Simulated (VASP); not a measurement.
# Mg (P6_3/mmc) in VASP: electric field gradients with r2SCAN

Aim: the electric field gradients of Mg with r2SCAN.

Program: VASP 6.6.1. These are calculated values, not measurements. Logs are shortened: lines on timing, memory, paths and dates and some standing lists are left out, and cuts for length are marked.

## (1) The structure

The structure is hexagonal, space group P6_3/mmc (No. 194). The conventional cell has a = 3.209 Å, b = 3.209 Å, c = 5.210 Å, α = 90.00°, β = 90.00°, γ = 120.00°. Mg (site symmetry -6m2) has 12 Mg at 3.20 to 3.21 Å as nearest neighbours.

## (2) Electric field gradients, r2SCAN

Input file INCAR:

```
PREC = Accurate
ENCUT = 520
EDIFF = 1E-7
ISMEAR = -1
SIGMA = 0.05
LREAL = False
LASPH = True
NELM = 60
ALGO = Normal
ISIF = 2
LWAVE = False
LCHARG = False
METAGGA = R2SCAN
LMIXTAU = True
LEFG = True
```

Input file KPOINTS:

```
regular mesh
0
Gamma
  12 12 7
```

Input file POSCAR:

```
Mg
1.0
    3.2093000000      0.0000000000      0.0000000000
   -1.6046500000      2.7793353284      0.0000000000
    0.0000000000      0.0000000000      5.2103000000
Mg
2
Direct
    0.3333333333      0.6666666667      0.2500000000
    0.6666666667      0.3333333333      0.7500000000
```

Potentials or basis: VASP PAW PBE potentials, release 64 (Mg).

Started as:

```sh
$ cat potpaw_PBE.64/Mg/POTCAR > POTCAR
$ mpirun -np 1 vasp_std > vasp.out
```

OUTCAR:

```text
PREC = Accurate
   ENCUT = 520
   EDIFF = 1E-7
   ISMEAR = -1
   LREAL = False
   LASPH = True
   NELM = 60
   ISIF = 2
   METAGGA = R2SCAN

 ion  position               nearest neighbor table
   1  0.333  0.667  0.250-   2 3.20   2 3.20   2 3.20   2 3.20   2 3.20   2 3.20
   2  0.667  0.333  0.750-   1 3.20   1 3.20   1 3.20   1 3.20   1 3.20   1 3.20

  LATTYP: Found a hexagonal cell.
 ALAT       =     3.2093000000
 C/A-ratio  =     1.6235004518

  Lattice vectors:

 A1 = (   3.2093000000,   0.0000000000,   0.0000000000)
 A2 = (  -1.6046500000,   2.7793353284,   0.0000000000)
 A3 = (   0.0000000000,   0.0000000000,   5.2103000000)

Analysis of symmetry for initial positions (statically):
=====================================================================
 Subroutine PRICEL returns:
 Original cell was already a primitive cell.

 Routine SETGRP: Setting up the symmetry group for a
 hexagonal supercell.

 Subroutine GETGRP returns: Found 24 space group operations
 (whereof 12 operations were pure point group operations)
 out of a pool of 24 trial point group operations.

The static configuration has the point symmetry D_3d.
 The point group associated with its full space group is D_6h.

Analysis of symmetry for dynamics (positions and initial velocities):
=====================================================================
 Subroutine PRICEL returns:
 Original cell was already a primitive cell.

 Routine SETGRP: Setting up the symmetry group for a
 hexagonal supercell.

 Subroutine GETGRP returns: Found 24 space group operations
 (whereof 12 operations were pure point group operations)
 out of a pool of 24 trial point group operations.

The dynamic configuration has the point symmetry D_3d.
 The point group associated with its full space group is D_6h.

 Subroutine INISYM returns: Found 24 space group operations
 (whereof 12 operations are pure point group operations),
 and found     1 'primitive' translations

----------------------------------------------------------------------------------------

                                     Primitive cell

  volume of cell :      46.4744

  direct lattice vectors                    reciprocal lattice vectors
[... 129 lines left out ...]
  ext. energy  EPLUGINS =         0.00000000
  ---------------------------------------------------
  free energy    TOTEN  =        -8.29412693 eV

  energy without entropy =       -8.28821353  energy(sigma->0) =       -8.29117023

 E-fermi :   2.5223     XC(G=0):  -8.9996

 val. band max:        2.4485603063   @ k =   0.3333   0.1667   0.1429
 cond. band min:       2.5264318156   @ k =   0.4167   0.0833   0.4286
 fundamental gap:      0.0778715093
 Fermi energy:         2.5222798012

 k-point     1 :       0.0000    0.0000    0.0000
  band No.  band energies     occupation
      1      -4.7510      2.00000
      2       0.6987      2.00000
      3       1.3883      2.00000
      4      14.2142      0.00000
      5      14.2143      0.00000
      6      14.3454      0.00000
[... 199 lines left out ...]
 k-point    24 :       0.3333    0.0000    0.1429
  band No.  band energies     occupation
      1      -2.3459      2.00000
      2       1.6550      2.00000
      3       4.0784      0.00000
      4       5.3215      0.00000
      5       8.1471      0.00000
      6      10.4973      0.00000

 [... further k-points ...]

------------------------ aborting loop because EDIFF is reached ----------------------------------------

  FORCE on cell =-STRESS in cart. coord.  units (eV):
  Direction    XX          YY          ZZ          XY          YZ          ZX
  --------------------------------------------------------------------------------------
  -------------------------------------------------------------------------------------
  Total       -0.3162858     -0.3162858     -0.5789784      0.0000000      0.0000000      0.0000000
  in kB      -10.9037611    -10.9037611    -19.9599282      0.0000000      0.0000000      0.0000000
  external PRESSURE =     -13.9224834 kB  Pullay stress =       0.0000000 kB

 VOLUME and BASIS-vectors are now :
 -----------------------------------------------------------------------------
  energy-cutoff  :      520.00
  volume of cell :       46.47
      direct lattice vectors                 reciprocal lattice vectors
     3.209300000  0.000000000  0.000000000     0.311594429  0.179899127  0.000000000
    -1.604650000  2.779335328  0.000000000     0.000000000  0.359798255  0.000000000
     0.000000000  0.000000000  5.210300000     0.000000000  0.000000000  0.191927528

 POSITION                                       TOTAL-FORCE (eV/Angst)
 -----------------------------------------------------------------------------------
     -0.00000      1.85289      1.30258        -0.000000      0.000000      0.000000
      1.60465      0.92645      3.90773         0.000000     -0.000000      0.000000
 -----------------------------------------------------------------------------------
    total drift:                                0.000000     -0.000000      0.000000

  FREE ENERGIE OF THE ION-ELECTRON SYSTEM (eV)
  ---------------------------------------------------
  free  energy   TOTEN  =        -8.2941269314 eV

  energy  without entropy=       -8.2882135329  energy(sigma->0) =       -8.29117023

 Electric field gradients (V/A^2)
---------------------------------------------------------------------
 ion       V_xx      V_yy      V_zz      V_xy      V_xz      V_yz
---------------------------------------------------------------------
   1      -0.452    -0.452     0.903    -0.000    -0.000     0.000
   2      -0.452    -0.452     0.903    -0.000     0.000    -0.000
---------------------------------------------------------------------

 Electric field gradients after diagonalization (V/A^2)
 (convention: |V_zz| > |V_xx| > |V_yy|)
----------------------------------------------------------------------
 ion       V_xx      V_yy      V_zz     asymmetry (V_yy - V_xx)/ V_zz
----------------------------------------------------------------------
   1      -0.452    -0.452     0.903       0.000
   2      -0.452    -0.452     0.903       0.000
----------------------------------------------------------------------

           NMR quadrupolar parameters

 Cq : quadrupolar parameter    Cq=e*Q*V_zz/h
 eta: asymmetry parameters     (V_yy - V_xx)/ V_zz
 Q  : nuclear electric quadrupole moment in mb (millibarn)
----------------------------------------------------------------------
 ion       Cq(MHz)       eta       Q (mb)
----------------------------------------------------------------------
   1       0.002       0.000       1.000
   2       0.002       0.000       1.000
----------------------------------------------------------------------
```

It took 59 s on 1 thread of Intel Xeon Platinum 8259CL at 2.50GHz (Skylake/Cascade Lake), shared host; peak memory 0.17 GiB.

What came out:

```
Free energy            : -8.2941 eV
Pressure               : -1.4 GPa
Band gap on the k mesh : none (metal or under the smearing width)
```

Stress tensor (GPa, compression positive):
```
-1.09  0.00  0.00
 0.00 -1.09  0.00
 0.00  0.00 -2.00
```

Levels at points of the mesh, in eV from the Fermi level:
| k point | band 1 | band 2 | band 3 | band 4 | band 5 | band 6 |
| --- | --- | --- | --- | --- | --- | --- |
| (0.00, 0.00, 0.00) | -7.27 | -1.82 | -1.13 | 11.69 | 11.69 | 11.82 |
| (0.50, 0.00, 0.00) | -2.29 | -2.13 | 2.86 | 3.17 | 3.60 | 4.05 |

Electric field gradients, principal values (V/Å²):
```csv
atom,Vxx,Vyy,Vzz
1 Mg,-0.452,-0.452,0.903
2 Mg,-0.452,-0.452,0.903
```

Caveat: the PAW data sets were made with another functional, which shifts forces and pressure a little.
